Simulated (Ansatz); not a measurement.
# AlCo (Pm-3m) under biaxial strain in the (001) plane

Aim: how do the optical modes of AlCo (Pm-3m) shift and split under this strain?

Program: Ansatz 0.2.0. Level of theory: DFT LDA, scalar-relativistic, plane waves, PAW; PAW set soft_1. Results are calculated unless marked as measured.

## Step 1: The starting structure

It takes space group Pm-3m (No. 221, cubic). The conventional cell has a = 2.819 Å, b = 2.819 Å, c = 2.819 Å, α = 90.00°, β = 90.00°, γ = 90.00°. Nearest to Al lie 8 Co at 2.44 Å. Nearest to Co lie 8 Al at 2.44 Å. Farther neighbours are not listed.

## Step 2: Bringing the structure to rest

Harmonic phonons are second derivatives at a point where the forces vanish, and they are wanted at zero stress, so atoms and cell are relaxed first.

Contents of input.yaml:

```yaml
crystal:
  lattice:
    - [2.81940321, 0.0, 0.0]
    - [0.0, 2.81940321, 0.0]
    - [0.0, 0.0, 2.81940321]
  atoms:
    - { symbol: Al, position: [0.0, 0.0, 0.0] }
    - { symbol: Co, position: [0.5, 0.5, 0.5] }
kpoints:
  mp_grid: { grid: [14, 14, 14] }
hamiltonian:
  xc: lda
  pseudopotentials: { kind: paw, azcp: { folder: soft_1 }, xc_functional: pbe }
scf:
  occupations: { method: gaussian, width: 0.1 }
output:
  forces: true
  stress: true
  eigenvalues: true
  write_density: true
  write_potential: true
  elf: true
  volumetric_format: npy
relax:
  adjacent_minimum: "off"
  f_tol: 0.005
  max_steps: 80
  cell: { stress_tol: 0.05 }
```

The run is started by

```bash
> ansatz run input.yaml --threads 4 --pin off --max-ram 10240MiB --backend cpu --events-out ev --progress --plain --runs-dir out
```

Numbers of over 12 decimals in the logs are rounded to 6 here.

Log:

```text
Engine: ansatz 0.2.0, x86_64-unknown-linux-gnu
Pseudopotentials: kind: paw
Pseudopotential: Al, paw, valence charge 3, recommended cutoff 420 eV (normal), soft_1/Al.paw.azcp
Pseudopotential: Co, paw, valence charge 17, recommended cutoff 420 eV (normal), soft_1/Co.paw.azcp
Functional definition: SPW92
  exchange = slater_x
  correlation = pw_c
Crystal: 2 atoms, lattice volume = 22.412 Å³
Basis set: ecut = 420 eV, 461 PW (Γ)
Bands: 14, of which v1, the nominal top of the filled ones, is band 10 counted from 1 (9 counted from 0)
Symmetry: 48 space group operations
Space group: Pm-3m (ITA 221), of the structure as read, at distance tolerance 2.8e-5 Å
k-points: 120 of 2744
Non-local potential: Al, projectors of the file, l = 0: 2, l = 1: 2, l = 2: 1
Non-local potential: Co, projectors of the file, l = 0: 3, l = 1: 2, l = 2: 3, l = 3: 1
PAW form: soft (Blöchl's): semilocal exchange-correlation on the pseudo side does not see the compensation charge
PAW frozen core: Al, regenerated for the run's functional, and the local potential with it (the file was generated under x = pbe(κ = 0.804, μ = 0.219515), c = pbe(β = 0.066725))
PAW frozen core: Co, regenerated for the run's functional, and the local potential with it (the file was generated under x = pbe(κ = 0.804, μ = 0.219515), c = pbe(β = 0.066725))
PAW one-centre angular grid: Al, 110 points (default); XC on 64 Gauss nodes
PAW one-centre angular grid: Co, 590 points (default); XC on 64 Gauss nodes
Initial density: superposition of atomic densities (chi_scale 0.1, normalization cell, long waves kept (reshape's long-wave potential 0.00 eV rms))
Initial wavefunctions: pseudopotential atomic-orbital guess
Functional: x = slater, c = lda
SCF iter   1: F=—  HF=-5577.255179 eV  |F-HF|=—  |Δ(HF+E_count)|=         —  Δρ=7.40e-2  dr2=1.09e0  ethr=3.10e-3  ⟨swp⟩=4.1  Hψ=7760  notcnv=0
preconditioner: auto → none  [metal: Δε(μ)=0.064 eV  Ē_g=8.739 eV  σ=0.100 eV  W_gap=0.34  n_scr=6 (ndim 8)  ℏωp=27.2 eV  f_vac=0.000  D(μ)=0.67/eV (n_scr^D=6)  sad-step TF]
SCF iter   2: F=—  HF=-5577.217112 eV  |F-HF|=—  |Δ(HF+E_count)|=   3.81e-2  Δρ=8.07e-2  dr2=1.30e0  ethr=3.10e-3  ⟨swp⟩=1.0  Hψ=2643  notcnv=0
SCF iter   3: F=—  HF=-5577.003585 eV  |F-HF|=—  |Δ(HF+E_count)|=   2.14e-1  Δρ=1.52e-2  dr2=4.54e-2  ethr=3.10e-3  ⟨swp⟩=2.5  Hψ=2603  notcnv=0
SCF iter   4: F=—  HF=-5576.994831 eV  |F-HF|=—  |Δ(HF+E_count)|=   8.75e-3  Δρ=4.02e-3  dr2=2.88e-3  ethr=2.27e-4  ⟨swp⟩=1.2  Hψ=2591  notcnv=0  defer=8
SCF iter   5: F=—  HF=-5576.994220 eV  |F-HF|=—  |Δ(HF+E_count)|=   6.11e-4  Δρ=3.02e-4  dr2=2.13e-5  ethr=1.44e-5  ⟨swp⟩=1.7  Hψ=2010  notcnv=0  defer=8
SCF iter   6: F=—  HF=-5576.994206 eV  |F-HF|=—  |Δ(HF+E_count)|=   1.40e-5  Δρ=2.06e-5  dr2=4.89e-8  ethr=5.00e-10  ⟨swp⟩=7.4  Hψ=12470  notcnv=0
SCF iter   7: F=-5576.994206 eV  HF=-5576.994206 eV  |F-HF|=2.57e-9  |Δ(HF+E_count)|=   4.98e-8  Δρ=4.10e-6  dr2=2.21e-9  ethr=2.44e-10  ⟨swp⟩=6.4  Hψ=8182  notcnv=0
SCF 1 converged in 7 iterations: F = -5576.994206 eV  dr2 = 2.21e-9
  greatest PAW one-centre occupation: 1.001 electrons in one spin orbital (limit 2), on the Co atom at site 1 (counted from 0), in its partial waves of l = 1
relax step   1: F+E_penalty+E_count = -5576.99420601 eV  Δ(F+E_penalty+E_count) = +0.000e0 eV  max|allowed force component| = 3.852e-29 eV/Å  Δτ_max = 0.0000 Å  P = -5.424 GPa  Ω = 22.412 Å³  (7 SCF iters, dr2 threshold 1.00e-7 eV, accepted)
Crystal: 2 atoms, lattice volume = 22.068 Å³
Basis set: ecut = 420 eV, 437 PW (Γ)
Initial density: handed on by an earlier stage of this run
Initial wavefunctions: those handed on with the density
iter 1 solved again at ethr=1.78e-6 eV; its pass at ethr=3.10e-3 eV (dr2=3.55e-4 eV) is discarded
SCF iter   1: F=—  HF=-5577.002970 eV  |F-HF|=—  |Δ(HF+E_count)|=         —  Δρ=1.43e-3  dr2=3.00e-4  ethr=1.78e-6  ⟨swp⟩=1.1  Hψ=9980  notcnv=0
preconditioner: auto → none  [metal: Δε(μ)=0.080 eV  Ē_g=8.612 eV  σ=0.100 eV  W_gap=0.40  n_scr=6 (ndim 8)  ℏωp=27.4 eV  f_vac=0.000  D(μ)=0.62/eV (n_scr^D=6)]
SCF iter   2: F=—  HF=-5577.002885 eV  |F-HF|=—  |Δ(HF+E_count)|=   8.55e-5  Δρ=3.52e-4  dr2=1.62e-5  ethr=1.50e-6  ⟨swp⟩=1.1  Hψ=1742  notcnv=0
SCF iter   3: F=—  HF=-5577.002865 eV  |F-HF|=—  |Δ(HF+E_count)|=   1.98e-5  Δρ=6.68e-5  dr2=5.44e-7  ethr=8.11e-8  ⟨swp⟩=2.3  Hψ=2377  notcnv=0
iter 4 did not close the SCF: its close was put off for the readings that it lacked (scf_convergence_deferred on its scf_iter line)
SCF iter   4: F=-5577.002865 eV  HF=-5577.002865 eV  |F-HF|=6.33e-8  |Δ(HF+E_count)|=   3.71e-7  Δρ=3.00e-5  dr2=1.08e-7  ethr=2.72e-9  ⟨swp⟩=2.0  Hψ=2807  notcnv=0
iter 5 did not close the SCF: its close was put off for the readings that it lacked (scf_convergence_deferred on its scf_iter line)
SCF iter   5: F=-5577.002865 eV  HF=-5577.002865 eV  |F-HF|=6.37e-12  |Δ(HF+E_count)|=   7.29e-9  Δρ=5.78e-7  dr2=3.28e-11  ethr=5.39e-10  ⟨swp⟩=1.3  Hψ=1833  notcnv=0
SCF iter   6: F=-5577.002865 eV  HF=-5577.002865 eV  |F-HF|=2.73e-12  |Δ(HF+E_count)|=  9.09e-13  Δρ=8.90e-8  dr2=7.08e-13  ethr=1.00e-12  ⟨swp⟩=3.8  Hψ=7762  notcnv=0
SCF 2 converged in 6 iterations: F = -5577.002865 eV  dr2 = 7.08e-13
relax step   2: F+E_penalty+E_count = -5577.00286466 eV  Δ(F+E_penalty+E_count) = -8.659e-3 eV  max|allowed force component| = 2.482e-30 eV/Å  Δτ_max = 0.0000 Å  P = -2.468 GPa  Ω = 22.068 Å³  energy of the carried Pulay correction = +1.437e-4 eV  (6 SCF iters, dr2 threshold 2.00e-7 eV, accepted)
Crystal: 2 atoms, lattice volume = 21.788 Å³
iter 1 solved again at ethr=1.01e-6 eV; its pass at ethr=3.10e-3 eV (dr2=2.02e-4 eV) is discarded
SCF iter   1: F=—  HF=-5577.005130 eV  |F-HF|=—  |Δ(HF+E_count)|=         —  Δρ=1.18e-3  dr2=2.04e-4  ethr=1.01e-6  ⟨swp⟩=2.0  Hψ=9963  notcnv=0
preconditioner: auto → none  [metal: Δε(μ)=0.082 eV  Ē_g=8.710 eV  σ=0.100 eV  W_gap=0.41  n_scr=6 (ndim 8)  ℏωp=27.6 eV  f_vac=0.000  D(μ)=0.60/eV (n_scr^D=0)]
SCF iter   2: F=—  HF=-5577.005072 eV  |F-HF|=—  |Δ(HF+E_count)|=   5.86e-5  Δρ=2.96e-4  dr2=1.14e-5  ethr=1.01e-6  ⟨swp⟩=1.1  Hψ=1735  notcnv=0
SCF iter   3: F=—  HF=-5577.005057 eV  |F-HF|=—  |Δ(HF+E_count)|=   1.47e-5  Δρ=5.46e-5  dr2=3.57e-7  ethr=5.70e-8  ⟨swp⟩=2.3  Hψ=2360  notcnv=0
iter 4 did not close the SCF: its close was put off for the readings that it lacked (scf_convergence_deferred on its scf_iter line)
SCF iter   4: F=-5577.005057 eV  HF=-5577.005057 eV  |F-HF|=4.41e-8  |Δ(HF+E_count)|=   2.23e-7  Δρ=2.51e-5  dr2=7.44e-8  ethr=1.78e-9  ⟨swp⟩=2.0  Hψ=2853  notcnv=0
iter 5 did not close the SCF: its close was put off for the readings that it lacked (scf_convergence_deferred on its scf_iter line)
SCF iter   5: F=-5577.005057 eV  HF=-5577.005057 eV  |F-HF|=9.09e-12  |Δ(HF+E_count)|=   5.31e-9  Δρ=3.28e-7  dr2=9.39e-12  ethr=3.72e-10  ⟨swp⟩=1.4  Hψ=1885  notcnv=0
SCF iter   6: F=-5577.005057 eV  HF=-5577.005057 eV  |F-HF|=9.09e-13  |Δ(HF+E_count)|=  6.37e-12  Δρ=5.41e-8  dr2=2.56e-13  ethr=1.00e-12  ⟨swp⟩=4.0  Hψ=7420  notcnv=0
SCF 3 converged in 6 iterations: F = -5577.005057 eV  dr2 = 2.56e-13
  greatest PAW one-centre occupation: 1.002 electrons in one spin orbital (limit 2), on the Co atom at site 1 (counted from 0), in its partial waves of l = 1
relax step   3: F+E_penalty+E_count = -5577.00505673 eV  Δ(F+E_penalty+E_count) = -2.192e-3 eV  max|allowed force component| = 4.667e-30 eV/Å  Δτ_max = 0.0000 Å  P = +0.118 GPa  Ω = 21.788 Å³  energy of the carried Pulay correction = +2.619e-4 eV  (6 SCF iters, dr2 threshold 2.00e-7 eV, accepted)
[...]
relax step   4: F+E_penalty+E_count = -5577.00505590 eV  Δ(F+E_penalty+E_count) = +8.346e-7 eV  max|allowed force component| = 2.087e-30 eV/Å  Δτ_max = 0.0000 Å  P = -0.002 GPa  Ω = 21.801 Å³  energy of the carried Pulay correction = +2.566e-4 eV  (6 SCF iters, accepted)
Initial wavefunctions: pseudopotential atomic-orbital guess (no wavefunctions were taken with the density)
iter 1 solved again at ethr=1.80e-8 eV; its pass at ethr=3.10e-3 eV (dr2=3.59e-6 eV) is discarded
SCF iter   1: F=—  HF=-5577.004829 eV  |F-HF|=—  |Δ(HF+E_count)|=         —  Δρ=3.56e-5  dr2=3.60e-8  ethr=1.80e-8  ⟨swp⟩=3.0  Hψ=12702  notcnv=0
SCF iter   2: F=—  HF=-5577.004830 eV  |F-HF|=—  |Δ(HF+E_count)|=   1.35e-6  Δρ=1.62e-5  dr2=6.28e-9  ethr=1.80e-10  ⟨swp⟩=2.3  Hψ=2653  notcnv=0
SCF iter   3: F=—  HF=-5577.004830 eV  |F-HF|=—  |Δ(HF+E_count)|=   8.83e-9  Δρ=3.16e-6  dr2=6.01e-10  ethr=3.14e-11  ⟨swp⟩=1.0  Hψ=1680  notcnv=0
iter 4 did not close the SCF: its close was put off for the readings that it lacked (scf_convergence_deferred on its scf_iter line)
SCF iter   4: F=-5577.004830 eV  HF=-5577.004830 eV  |F-HF|=5.46e-12  |Δ(HF+E_count)|=  1.12e-10  Δρ=2.31e-7  dr2=6.86e-12  ethr=3.01e-12  ⟨swp⟩=2.0  Hψ=2261  notcnv=0
iter 5 did not close the SCF: its close was put off for the readings that it lacked (scf_convergence_deferred on its scf_iter line)
SCF iter   5: F=-5577.004830 eV  HF=-5577.004830 eV  |F-HF|=1.82e-12  |Δ(HF+E_count)|=  1.82e-12  Δρ=6.12e-9  dr2=1.98e-15  ethr=1.00e-12  ⟨swp⟩=1.0  Hψ=1680  notcnv=0
iter 6 did not close the SCF: its close was put off for the readings that it lacked (scf_convergence_deferred on its scf_iter line)
SCF iter   6: F=-5577.004830 eV  HF=-5577.004830 eV  |F-HF|=0.00e0  |Δ(HF+E_count)|=  9.09e-13  Δρ=7.38e-10  dr2=1.03e-16  ethr=1.00e-12  ⟨swp⟩=1.0  Hψ=1680  notcnv=0
iter 7 did not close the SCF: its close was put off for the readings that it lacked (scf_convergence_deferred on its scf_iter line)
SCF iter   7: F=-5577.004830 eV  HF=-5577.004830 eV  |F-HF|=9.09e-13  |Δ(HF+E_count)|=    0.00e0  Δρ=4.81e-10  dr2=3.19e-17  ethr=1.00e-12  ⟨swp⟩=1.0  Hψ=1680  notcnv=0
SCF iter   8: F=-5577.004830 eV  HF=-5577.004830 eV  |F-HF|=1.82e-12  |Δ(HF+E_count)|=  9.09e-13  Δρ=1.46e-10  dr2=2.87e-18  ethr=1.00e-12  ⟨swp⟩=1.4  Hψ=4088  notcnv=0
SCF 5 converged in 8 iterations: F = -5577.004830 eV  dr2 = 2.87e-18
relax step   5: F+E_penalty+E_count = -5577.00482989 eV  Δ(F+E_penalty+E_count) = +2.260e-4 eV  max|allowed force component| = 1.113e-29 eV/Å  Δτ_max = 0.0000 Å  P = -0.015 GPa  Ω = 21.801 Å³  stress off target by 1.51e-2 GPa  SCF on the basis re-selected at this cell (its energy is not comparable with the rows above)  (8 SCF iters)
basis re-selected at this cell: Δ(F+E_penalty+E_count) = +2.260e-4 eV, ΔP = -0.013 GPa vs the last step (what re-selecting the basis moved, of the pressure what is left beyond the Pulay correction that the steps carried, after the strain that the cell walked since its last selection, with what the two solves' SCF thresholds leave and, on support functions, any second-order correction that the steps lacked; it is no m [...]
SCF converged after 8 iterations
Free energy (F): -5577.004830 eV
Harris-Foulkes:  -5577.004830 eV  (|F-HF|=1.82e-12)
Internal energy: -5577.001838 eV  (E = F + TS)
E sigma→0 (E₀):  -5577.003334 eV
Entropy (-TS):   -0.002992 eV (-1.496 meV/atom)
Fermi energy:    15.200696 eV
--- Per-component energies (eV) ---
  E_band       = -268.548143
  E_kinetic    = 324.806637
  E_local      = -3423.717579  (includes V_loc(G=0)·N_el)
  E_nonlocal   = 453.783121
  E_hartree    = 1549.069762
  E_xc         = -132.470001
  E_vxc        = -152.299938  (∫ρ·V_xc dr)
  E_paw        = -1958.991086  (= ΣΔE_a)
  E_vpaw       = -569.259873  (= ΣTr[D̂ρ^β])
  E_aug_tail   = -0.000035  (compensation charges beyond the density's cutoff)
  E_ewald      = -2389.956624
  E_core_change = 0.473968  (= ΣΔE_core)
  E_smearing   = -0.002992  (= −TS)
  E_closure    = 0.000000  (closes the sum)
  Σ components = -5577.004830   (vs F -5577.004830, Δ=0.00e0)
--- Forces (eV/Å), atoms counted from 1 ---
  atom   1  Al     0.00000000     0.00000000     0.00000000
  atom   2  Co     0.00000000     0.00000000     0.00000000
  max |Σ_I F_I| component: 2.30e-29 eV/Å
--- Stress (GPa, compression-positive) ---
       -0.015065       0.000000      -0.000000
        0.000000      -0.015065       0.000000
       -0.000000      -0.000000      -0.015065
  P = ⅓ Tr σ = -0.0151 GPa (-0.151 kbar)
--- Band table (eV; the first three rows and the last of 120) ---
  k-point 0: bands = [... 6 lower, 11.9116, 14.3150, 14.3150, 14.3150, 21.4217, 21.4217, 21.4217, 24.2158]
  k-point 1: bands = [... 6 lower, 11.9407, 14.2575, 14.2575, 14.3212, 20.4775, 21.5627, 21.5627, 24.1954]
  k-point 2: bands = [... 6 lower, 12.0233, 14.1040, 14.1040, 14.3387, 18.9048, 21.9677, 21.9677, 24.1357]
  k-point 119: bands = [... 6 lower, 10.9860, 14.9474, 14.9474, 17.5805, 17.5805, 17.5805, 19.7673, 20.9349]
--- Relaxed structure (4 steps of the walk, 4 accepted, 1 SCFs on fresh bases) ---
  F+E_penalty+E_count = -5577.00482989 eV   max|allowed force component| = 1.113e-29 eV/Å   (the final SCF, on the basis selected at the relaxed cell)
  cell:  # Å, volume = 21.8008 Å³
    - [2.793558, 0, 0]
    - [0, 2.793558, 0]
    - [0, 0, 2.793558]
  atoms:
    - { symbol: Al, position: [0, 0, 0] }
    - { symbol: Co, position: [0.5, 0.5, 0.5] }
```

It took 10 s on 4 threads of AMD EPYC (Zen 3), shared host; peak memory 0.37 GiB.

This run has no spin polarisation, although Co can carry a moment.

Relaxation path:

```tsv
step	energy less that of the first step (eV)	largest force component (eV/Å)	pressure (GPa)	volume (Å³)
1	0.0000	0.0000	-5.42	22.41
2	-0.0087	0.0000	-2.47	22.07
3	-0.0109	0.0000	0.12	21.79
4	-0.0108	0.0000	0.00	21.80
5*	-0.0106	0.0000	-0.02	21.80
```

Relaxation steps marked * repeat the geometry before them on a plane-wave basis chosen anew for their cell, so energy and pressure can jump there.

Forces are held to the 48 operations that the run works with; a distortion that breaks them can't arise in this run.

```tsv
conventional cell, symmetrised	before	after	change
a (Å)	2.819	2.794	-0.9 %
b (Å)	2.819	2.794	-0.9 %
c (Å)	2.819	2.794	-0.9 %
volume (Å³/atom)	11.21	10.90	-2.7 %
```

The relaxed structure:

```cif
data_structure
_symmetry_space_group_name_H-M 'P 1'
_symmetry_Int_Tables_number 1
_cell_length_a 2.7936
_cell_length_b 2.7936
_cell_length_c 2.7936
_cell_angle_alpha 90.000
_cell_angle_beta 90.000
_cell_angle_gamma 90.000
_cell_volume 21.80
loop_
_atom_site_label
_atom_site_type_symbol
_atom_site_fract_x
_atom_site_fract_y
_atom_site_fract_z
_atom_site_occupancy
Al1 Al 0.00000 0.00000 0.00000 1
Co2 Co 0.50000 0.50000 0.50000 1
```

Numbers from this step:

| Quantity | Value |
| --- | --- |
| pressure | -0.01506 GPa |
| volume per atom | 10.90 Å³ |
| gap on the k-mesh | 0 eV |

Valence density in the ac plane at fractional y = 0.500, with atoms of Co within 0.2 Å of it. It is the smooth field of the valence electrons, not physical close to the nuclei.

Ten steps, logarithmic in the rise over the least value, from '_' (0 e/Å³) to '@' (53 e/Å³):
```
____________________________
____________________________
__________..........________
________..::--==--::..______
______..::==**##**==::..____
______..--**%%@@%%**--..____
______..==##@@@@@@##==..____
______..--**%%@@%%**--..____
______..::==**##**==::..____
________..::--==--::..______
__________..........________
____________________________
____________________________
____________________________
```
Columns run along a (2.8 Å), rows up along c (2.8 Å). Atoms in or near the plane, at fractional coordinates: Co at (0.50, 0.50).

ELF in the ac plane at fractional y = 0.500, with atoms of Co within 0.2 Å of it. It is the smooth field of the valence electrons, not physical close to the nuclei.

Values, 14 rows by 14 columns:
```
0.49 0.48 0.47 0.44 0.39 0.34 0.31 0.30 0.31 0.34 0.39 0.44 0.47 0.48
0.48 0.47 0.43 0.35 0.27 0.21 0.17 0.16 0.17 0.21 0.27 0.35 0.43 0.47
0.47 0.44 0.35 0.25 0.20 0.19 0.18 0.17 0.18 0.19 0.20 0.25 0.35 0.44
0.45 0.39 0.27 0.20 0.22 0.26 0.28 0.28 0.28 0.26 0.22 0.20 0.27 0.39
0.43 0.34 0.21 0.19 0.26 0.37 0.45 0.49 0.45 0.37 0.26 0.19 0.21 0.34
0.42 0.31 0.17 0.18 0.28 0.45 0.64 0.72 0.64 0.45 0.28 0.18 0.17 0.31
0.41 0.30 0.16 0.17 0.28 0.49 0.72 0.81 0.72 0.49 0.28 0.17 0.16 0.30
0.42 0.31 0.17 0.18 0.28 0.45 0.64 0.72 0.64 0.45 0.28 0.18 0.17 0.31
0.43 0.34 0.21 0.19 0.26 0.37 0.45 0.49 0.45 0.37 0.26 0.19 0.21 0.34
0.45 0.39 0.27 0.20 0.22 0.26 0.28 0.28 0.28 0.26 0.22 0.20 0.27 0.39
0.47 0.44 0.35 0.25 0.20 0.19 0.18 0.17 0.18 0.19 0.20 0.25 0.35 0.44
0.48 0.47 0.43 0.35 0.27 0.21 0.17 0.16 0.17 0.21 0.27 0.35 0.43 0.47
0.49 0.48 0.47 0.44 0.39 0.34 0.31 0.30 0.31 0.34 0.39 0.44 0.47 0.48
0.50 0.49 0.48 0.47 0.45 0.43 0.42 0.41 0.42 0.43 0.45 0.47 0.48 0.49
```
Columns run along a (2.8 Å), rows up along c (2.8 Å). Atoms in or near the plane, at fractional coordinates: Co at (0.50, 0.50).

Electrostatic potential energy in the ac plane at fractional y = 0.500, with atoms of Co within 0.2 Å of it. With pseudopotentials it is smooth inside the atoms' cores, unlike the true potential.

Ten even steps from '_' (-32 eV) to '@' (16 eV):
```
@@@@@@@@@@@@@@@@@@@@@@@@@@@@
@@@@@@@@@@@@%%%%%%@@@@@@@@@@
@@@@@@@@%%**++==++**%%@@@@@@
@@@@@@%%**--..__..--**%%@@@@
@@@@@@**--__________--**@@@@
@@@@%%++..____..____..++%%@@
@@@@%%==____......____==%%@@
@@@@%%++..____..____..++%%@@
@@@@@@**--__________--**@@@@
@@@@@@%%**--..__..--**%%@@@@
@@@@@@@@%%**++==++**%%@@@@@@
@@@@@@@@@@@@%%%%%%@@@@@@@@@@
@@@@@@@@@@@@@@@@@@@@@@@@@@@@
@@@@@@@@@@@@@@@@@@@@@@@@@@@@
```
Columns run along a (2.8 Å; values clipped at the 3rd and 97th percentile), rows up along c (2.8 Å). Atoms in or near the plane, at fractional coordinates: Co at (0.50, 0.50).

In this step the volume went from 11.21 to 10.90 Å³/atom.

## Step 3: Tight relaxation

Phonons need small forces and stress, so the relaxation is finished with tight tolerances on 16×16×16 k points.

Contents of input.yaml:

```yaml
crystal:
  lattice:
    - [2.7935581775, 0.0, 0.0]
    - [0.0, 2.7935581775, 0.0]
    - [0.0, 0.0, 2.7935581775]
  atoms:
    - { symbol: Al, position: [0.0, 0.0, 0.0] }
    - { symbol: Co, position: [0.5, 0.5, 0.5] }
kpoints:
  mp_grid: { grid: [16, 16, 16] }
hamiltonian:
  xc: lda
  pseudopotentials: { kind: paw, azcp: { folder: soft_1 }, xc_functional: pbe }
scf:
  occupations: { method: methfessel_paxton, width: 0.2 }
output:
  forces: true
  stress: true
  eigenvalues: true
relax:
  adjacent_minimum: "off"
  f_tol: 0.001
  max_steps: 60
  cell: { stress_tol: 0.01 }
```

Log:

```text
[...]
Crystal: 2 atoms, lattice volume = 21.801 Å³
Basis set: ecut = 420 eV, 437 PW (Γ)
Bands: 14, of which v1, the nominal top of the filled ones, is band 10 counted from 1 (9 counted from 0)
Symmetry: 48 space group operations
[...]
k-points: 165 of 4096
[...]
k-point 164: bands = [... 6 lower, 10.9884, 14.9497, 14.9497, 17.5848, 17.5848, 17.5848, 19.7739, 20.9398]
--- Relaxed structure (3 steps of the walk, 3 accepted, 1 SCFs on fresh bases) ---
[...]
cell:  # Å, volume = 21.7956 Å³
    - [2.793334, 0.0, 0.0]
    - [0, 2.793334, 0]
    - [0.0, 0, 2.793334]
  atoms:
    - { symbol: Al, position: [0, 0, 0] }
    - { symbol: Co, position: [0.5, 0.5, 0.5] }
[key lines of the parts left out:]
SCF converged after 5 iterations
Free energy (F): -5577.001083 eV
Fermi energy:    15.207320 eV
P = ⅓ Tr σ = 0.0003 GPa (0.003 kbar)
```

Run time: 14 s. Hardware: 4 threads; peak memory 0.38 GiB.

Little changed from the start: no atom moved by 0.005 Å and no cell edge by 0.1 %.

Numbers from this step:

- pressure: 3.14e-4 GPa

The forces vanish by symmetry and the pressure is 0.000 GPa, within the tolerances set. The cell now holds 10.90 Å³/atom.

(Part 1 of 2 ends here.)

[Logs are printed without paths, hosts, clocks, repeated set-up lines and the standing remarks that a program may print on its own settings, such as how far it seeks lower states.]

[Hosts, paths, dates, database ids (printed as entryN), source tags and the programs' standing remarks are cut or masked in the printed files.]
